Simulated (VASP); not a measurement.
# InP (e600) (F-43m) in VASP: a series of runs

The runs below take InP (e600) through single point, relaxation of cell and atoms, with PBE.

Program: VASP 6.6.1. These are calculated values, not measurements. Logs are shortened: lines on timing, memory, paths and dates and some standing lists are left out, and cuts for length are marked.

**Experimental background.**

A printed reference work, data compilation reports, for a bulk crystal of InP at 1.6 K: band gap 1.4236 eV (direct).

The results are compared with them further down.

## 1. The structure

It takes space group F-43m (No. 216, cubic). The conventional cell has a = 5.959 Å, b = 5.959 Å, c = 5.959 Å, α = 90.00°, β = 90.00°, γ = 90.00°. In (site symmetry -43m) is surrounded by 4 P at 2.58 Å. P (site symmetry -43m) has 4 In at 2.58 Å as nearest neighbours.

## 2. Single point, PBE

Input file INCAR:

```
PREC     = Accurate       # precision mode
ENCUT    = 520            # plane-wave cutoff, eV
EDIFF    = 1E-6           # SCF threshold, eV
ISMEAR   = 0              # smearing method
SIGMA    = 0.02           # smearing width, eV
LREAL    = F              # projectors in reciprocal space
LASPH    = T              # aspherical terms in the spheres
NELM     = 100            # most SCF steps
ALGO     = Normal         # electronic algorithm
ISIF     = 2              # what is computed and relaxed
LWAVE    = F              # write WAVECAR
LCHARG   = F              # write CHGCAR
GGA      = PE             # functional
NBANDS   = 16             # bands
```

Input file KPOINTS:

```
regular mesh
0
Gamma
  8 8 8
```

Input file POSCAR:

```
InP
1.0
    0.0000000000      2.9794328228      2.9794328228
    2.9794328228      0.0000000000      2.9794328228
    2.9794328228      2.9794328228      0.0000000000
In P
1 1
Direct
    0.0000000000      0.0000000000      0.0000000000
    0.2500000000      0.2500000000      0.2500000000
```

Potentials or basis: VASP PAW PBE potentials, release 64 (In_d, P).

On the command line:

```sh
cat potpaw_PBE.64/In_d/POTCAR potpaw_PBE.64/P/POTCAR > POTCAR
mpirun -np 1 vasp_std > vasp.out
```

OUTCAR:

```text
PREC = Accurate
   ENCUT = 520
   EDIFF = 1E-6
   ISMEAR = 0
   LREAL = F
   LASPH = T
   NELM = 100
   ISIF = 2
   GGA = PE

 ion  position               nearest neighbor table
   1  0.000  0.000  0.000-   2 2.58   2 2.58   2 2.58   2 2.58
   2  0.250  0.250  0.250-   1 2.58   1 2.58   1 2.58   1 2.58

  LATTYP: Found a face centered cubic cell.
 ALAT       =     5.9588656456

  Lattice vectors:

 A1 = (   0.0000000000,   2.9794328228,   2.9794328228)
 A2 = (   2.9794328228,   0.0000000000,   2.9794328228)
 A3 = (   2.9794328228,   2.9794328228,   0.0000000000)

Analysis of symmetry for initial positions (statically):
=====================================================================
 Subroutine PRICEL returns:
 Original cell was already a primitive cell.

 Routine SETGRP: Setting up the symmetry group for a
 face centered cubic supercell.

 Subroutine GETGRP returns: Found 24 space group operations
 (whereof 24 operations were pure point group operations)
 out of a pool of 48 trial point group operations.

The static configuration has the point symmetry T_d .

Analysis of symmetry for dynamics (positions and initial velocities):
=====================================================================
 Subroutine PRICEL returns:
 Original cell was already a primitive cell.

 Routine SETGRP: Setting up the symmetry group for a
 face centered cubic supercell.

 Subroutine GETGRP returns: Found 24 space group operations
 (whereof 24 operations were pure point group operations)
 out of a pool of 48 trial point group operations.

The dynamic configuration has the point symmetry T_d .

 Subroutine INISYM returns: Found 24 space group operations
 (whereof 24 operations are pure point group operations),
 and found     1 'primitive' translations

----------------------------------------------------------------------------------------

                                     Primitive cell

  volume of cell :      52.8970

  direct lattice vectors                    reciprocal lattice vectors
     0.000000000  2.979432823  2.979432823    -0.167817175  0.167817175  0.167817175
     2.979432823  0.000000000  2.979432823     0.167817175 -0.167817175  0.167817175
     2.979432823  2.979432823  0.000000000     0.167817175  0.167817175 -0.167817175

  length of vectors
     4.213554306  4.213554306  4.213554306     0.290667874  0.290667874  0.290667874

  position of ions in fractional coordinates (direct lattice)
     0.000000000  0.000000000  0.000000000
     0.250000000  0.250000000  0.250000000

  ion indices of the primitive-cell ions
   primitive index   ion index
[... 77 lines left out ...]
   NSW    =      0    number of steps for IOM
   IBRION =     -1    ionic relax: 0-MD 1-quasi-New 2-CG
   NFREE  =      0    steps in history (QN), initial steepest desc. (CG)
   ISIF   =      2    stress and relaxation
   ISYM   =      2    0-nonsym 1-usesym 2-fastsym
   POTIM  = 0.5000    time-step for ionic-motion
   TEBEG  =    0.0;   TEEND  =   0.0 temperature during run
   PSTRESS=    0.0 pullay stress
   NELECT =      18.0000    total number of electrons
   NUPDOWN=      -1.0000    fix difference up-down
   EMIN   =  10.00;   EMAX   =-10.00  energy-range for DOS
   EFERMI =   0.00;   METHOD = LEGACY
   ISMEAR =     0;   SIGMA  =   0.02  broadening in eV -4-tet -1-fermi 0-gaus
   EFERMI_NEDOS =   21; number of points for ismear=-14 and -15
   IALGO  =     38    algorithm
   IMIX   =      4    mixing-type and parameters
     AMIX     =   0.40;   BMIX     =  1.00
     AMIX_MAG =   1.60;   BMIX_MAG =  1.00
  volume/ion in A,a.u.               =      26.45       178.48
  Fermi-wavevector in a.u.,A,eV,Ry     =   1.142936  2.159837 17.773340  1.306304
  Thomas-Fermi vector in A             =   2.279633
   LORBIT       =      0    0 simple, 1 ext, 2 COOP (PROOUT), +10 PAW based schemes
   GGA     = PE    functional components
   LHFCALC =     F    Hartree Fock is set to
   AEXX    =    0.0000 exact exchange contribution
   IVDW    =     0    specifies the selected vdW correction
   LEPSILON=     F    determine dielectric tensor
   LRPA    =     F    only Hartree local field effects (RPA)
 non-spin polarized calculation
 Gauss-broadening in eV      SIGMA  =   0.02
  energy-cutoff  :      520.00
  volume of cell :       52.90
 maximum number of plane-waves:      1458
   NGX = 15   NGY = 15   NGZ = 15

 number of electron      18.0000005 magnetization

 Free energy of the ion-electron system (eV)
  ---------------------------------------------------
  ext. energy  EPLUGINS =         0.00000000
  ---------------------------------------------------
  free energy    TOTEN  =        -8.40618955 eV

  energy without entropy =       -8.40618955  energy(sigma->0) =       -8.40618955

 E-fermi :   4.7629     XC(G=0):  -9.0645

 val. band max:        4.6605142849   @ k =   0.0000   0.0000   0.0000
 cond. band min:       5.1010033707   @ k =   0.0000   0.0000   0.0000
 fundamental gap:      0.4404890857
 Fermi energy:         4.7629014813

 k-point     1 :       0.0000    0.0000    0.0000
  band No.  band energies     occupation
      1      -9.4361      2.00000
      2      -9.4361      2.00000
      3      -9.4361      2.00000
      4      -9.3074      2.00000
      5      -9.3074      2.00000
      6      -6.5282      2.00000
[... 433 lines left out ...]
      3      -9.3783      2.00000
      4      -9.3115      2.00000
      5      -9.2964      2.00000
      6      -4.6727      2.00000
[... 8 lines left out ...]
     15      15.2302      0.00000
     16      15.8019      0.00000

 [... further k-points ...]

------------------------ aborting loop because EDIFF is reached ----------------------------------------

  FORCE on cell =-STRESS in cart. coord.  units (eV):
  Direction    XX          YY          ZZ          XY          YZ          ZX
  --------------------------------------------------------------------------------------
  -------------------------------------------------------------------------------------
  Total       -0.0138093     -0.0138093     -0.0138093     -0.0000000     -0.0000000     -0.0000000
  in kB       -0.4182650     -0.4182650     -0.4182650     -0.0000000     -0.0000000     -0.0000000
  external PRESSURE =      -0.4182650 kB  Pullay stress =       0.0000000 kB

 VOLUME and BASIS-vectors are now :
 -----------------------------------------------------------------------------
  energy-cutoff  :      520.00
  volume of cell :       52.90
      direct lattice vectors                 reciprocal lattice vectors
     0.000000000  2.979432823  2.979432823    -0.167817175  0.167817175  0.167817175
     2.979432823  0.000000000  2.979432823     0.167817175 -0.167817175  0.167817175
     2.979432823  2.979432823  0.000000000     0.167817175  0.167817175 -0.167817175

 POSITION                                       TOTAL-FORCE (eV/Angst)
 -----------------------------------------------------------------------------------
      0.00000      0.00000      0.00000         0.000000      0.000000      0.000000
      1.48972      1.48972      1.48972        -0.000000     -0.000000     -0.000000
 -----------------------------------------------------------------------------------
    total drift:                               -0.000000     -0.000000     -0.000000

  FREE ENERGIE OF THE ION-ELECTRON SYSTEM (eV)
  ---------------------------------------------------
  free  energy   TOTEN  =        -8.4061895461 eV

  energy  without entropy=       -8.4061895461  energy(sigma->0) =       -8.40618955
```

OSZICAR:

```text
N       E                     dE             d eps       ncg     rms          rms(c)
DAV:   1     0.113468876763E+03    0.11347E+03   -0.83163E+03   936   0.122E+03
DAV:   2    -0.981338160590E+00   -0.11445E+03   -0.10910E+03  1024   0.300E+02
DAV:   3    -0.858992482532E+01   -0.76086E+01   -0.75691E+01  1224   0.750E+01
DAV:   4    -0.879809374111E+01   -0.20817E+00   -0.20808E+00  1192   0.136E+01
DAV:   5    -0.880808096417E+01   -0.99872E-02   -0.99871E-02  1424   0.244E+00    0.526E+00
DAV:   6    -0.842892307754E+01    0.37916E+00   -0.62151E-01  1504   0.122E+01    0.316E+00
DAV:   7    -0.840467376417E+01    0.24249E-01   -0.14614E-01  1328   0.286E+00    0.121E+00
DAV:   8    -0.840530939032E+01   -0.63563E-03   -0.13775E-02  1144   0.136E+00    0.269E-01
DAV:   9    -0.840597020667E+01   -0.66082E-03   -0.12892E-03  1176   0.392E-01    0.144E-01
DAV:  10    -0.840611096077E+01   -0.14075E-03   -0.20709E-04  1368   0.165E-01    0.910E-02
DAV:  11    -0.840619000011E+01   -0.79039E-04   -0.11862E-04  1120   0.868E-02    0.392E-02
DAV:  12    -0.840618954606E+01    0.45404E-06   -0.68972E-06  1104   0.262E-02
   1 F= -.84061895E+01 E0= -.84061895E+01  d E =-.274377E-15
```

Wall time 8.5 s (1 thread of Intel Xeon 6975P-C (Granite Rapids), shared host); peak memory 0.18 GiB.

Results:

```
Free energy            : -8.4062 eV
Pressure               : 0.0 GPa
Band gap on the k mesh : 0.44 eV, direct
```

Levels at points of the mesh, in eV from the valence-band top:
| k point | band 7 | band 8 | band 9 | band 10 | band 11 | band 12 |
| --- | --- | --- | --- | --- | --- | --- |
| (0.00, 0.00, 0.00) | 0.00 | 0.00 | 0.00 | 0.44 | 4.09 | 4.09 |
| (0.50, 0.00, 0.00) | -5.47 | -0.90 | -0.90 | 1.38 | 4.80 | 4.80 |
| (0.50, 0.50, 0.00) | -5.54 | -2.16 | -2.16 | 1.84 | 2.26 | 8.91 |

Caveat: spin-orbit coupling is left out, which moves the levels of the heavy elements.

## 3. Relaxation of cell and atoms, PBE

This run uses another cell than the first one, of 25.17 Å³/atom, 0.952 times its volume.

Input file INCAR:

```
SYSTEM = InP
ALGO = Normal
EDIFF = 1E-6
EDIFFG = -0.002
ENCUT = 600
GGA = PE
IBRION = 2
ISIF = 3
ISMEAR = 0
LASPH = .True.
LCHARG = .False.
LREAL = .False.
LWAVE = .False.
NELM = 100
NSW = 100
PREC = Accurate
SIGMA = 0.02
```

Input file KPOINTS:

```
k-points
0
Gamma
  8 8 8
  0 0 0
```

Input file POSCAR:

```
InP
1.0
    0.0000000000      2.9305000000      2.9305000000
    2.9305000000      0.0000000000      2.9305000000
    2.9305000000      2.9305000000      0.0000000000
In P
1 1
Direct
    0.0000000000      0.0000000000      0.0000000000
    0.2500000000      0.2500000000      0.2500000000
```

Potentials or basis: VASP PAW PBE potentials, release 64 (In_d, P).

On the command line:

```sh
cat potpaw_PBE.64/In_d/POTCAR potpaw_PBE.64/P/POTCAR > POTCAR
mpirun -np 1 vasp_std > vasp.out
```

It took 28 s on 1 thread of Intel Xeon 6975P-C (Granite Rapids), shared host; peak memory 0.22 GiB.

Results (log left out):

```
Free energy                            : -8.4060 eV
Relaxed volume                         : 26.44 Å³/atom
Relaxed cell                           : a = 4.213 Å, b = 4.213 Å, c = 4.213 Å, α = 60.00°, β = 60.00°, γ = 60.00°
Space group after relaxing (to 0.05 Å) : F-43m (No. 216)
Energy gained by relaxing              : 12.5 meV/atom
Ionic steps                            : 3
Pressure after relaxing                : 0.0 GPa
Band gap on the k mesh                 : 0.44 eV, direct
```

Step by step:
```tsv
step	energy change (eV)	largest force (eV/Å)	pressure (GPa)	volume (Å³)
1	0.0000	0.0000	3.30	50.33
2	-0.0192	0.0000	-1.39	54.20
3	-0.0251	0.0000	0.01	52.88
```

Final structure:
```yaml
crystal:
  lattice:
    - [0.00000, 2.97915, 2.97915]
    - [2.97915, 0.00000, 2.97915]
    - [2.97915, 2.97915, 0.00000]
  atoms:
    - { symbol: In, position: [0.00000, 0.00000, 0.00000] }
    - { symbol: P, position: [0.25000, 0.25000, 0.25000] }
```

Levels at points of the mesh, in eV from the valence-band top:
```
           k point  band 5  band 6  band 7  band 8  band 9  band 10  band 11  band 12  band 13
(0.00, 0.00, 0.00)  -13.97  -11.19    0.00    0.00    0.00     0.44     4.09     4.09     4.09
(0.50, 0.00, 0.00)  -13.96   -9.62   -5.48   -0.90   -0.90     1.38     4.80     4.80     6.99
(0.50, 0.50, 0.00)  -13.94   -9.03   -5.54   -2.16   -2.16     1.84     2.26     8.91     9.26
```

Caveat: spin-orbit coupling is left out, which moves the levels of the heavy elements. As with any semilocal functional, this PBE gap is likely too small.

## 4. Single point, PBE

Input file INCAR:

```
SYSTEM = InP
ALGO = Fast ; EDIFF = 1E-7
ENCUT = 520 ; GGA = PE
ISIF = 2 ; ISMEAR = 0
LASPH = .True. ; LCHARG = .False.
LREAL = .False. ; LWAVE = .False.
NBANDS = 16 ; NELM = 100
PREC = Accurate ; SIGMA = 0.02
```

Input file KPOINTS:

```
k-points
0
Gamma
  10 10 10
  0 0 0
```

Input file POSCAR:

```
InP
1.0
    0.0000000000      2.9794328228      2.9794328228
    2.9794328228      0.0000000000      2.9794328228
    2.9794328228      2.9794328228      0.0000000000
In P
1 1
Direct
    0.0000000000      0.0000000000      0.0000000000
    0.2500000000      0.2500000000      0.2500000000
```

On the command line:

```sh
cat potpaw_PBE.64/In_d/POTCAR potpaw_PBE.64/P/POTCAR > POTCAR
mpirun -np 1 vasp_std > vasp.out
```

Wall time 18 s (1 thread of Intel Xeon 6975P-C (Granite Rapids), shared host); peak memory 0.19 GiB.

Results (log left out):

```
Free energy            : -8.4080 eV
Pressure               : 0.0 GPa
Band gap on the k mesh : 0.44 eV, direct
```

Levels at points of the mesh, in eV from the valence-band top:
| k point | band 5 | band 6 | band 7 | band 8 | band 9 | band 10 | band 11 | band 12 | band 13 | band 14 |
| --- | --- | --- | --- | --- | --- | --- | --- | --- | --- | --- |
| (0.00, 0.00, 0.00) | -13.97 | -11.19 | 0.00 | 0.00 | 0.00 | 0.44 | 4.09 | 4.09 | 4.09 | 8.35 |
| (0.50, 0.00, 0.00) | -13.95 | -9.62 | -5.47 | -0.90 | -0.90 | 1.38 | 4.80 | 4.80 | 6.99 | 9.26 |
| (0.50, 0.50, 0.00) | -13.94 | -9.03 | -5.54 | -2.16 | -2.16 | 1.85 | 2.26 | 8.91 | 9.26 | 9.26 |

Caveat: spin-orbit coupling is left out, which moves the levels of the heavy elements.

(Part 1 of 2 ends here.)
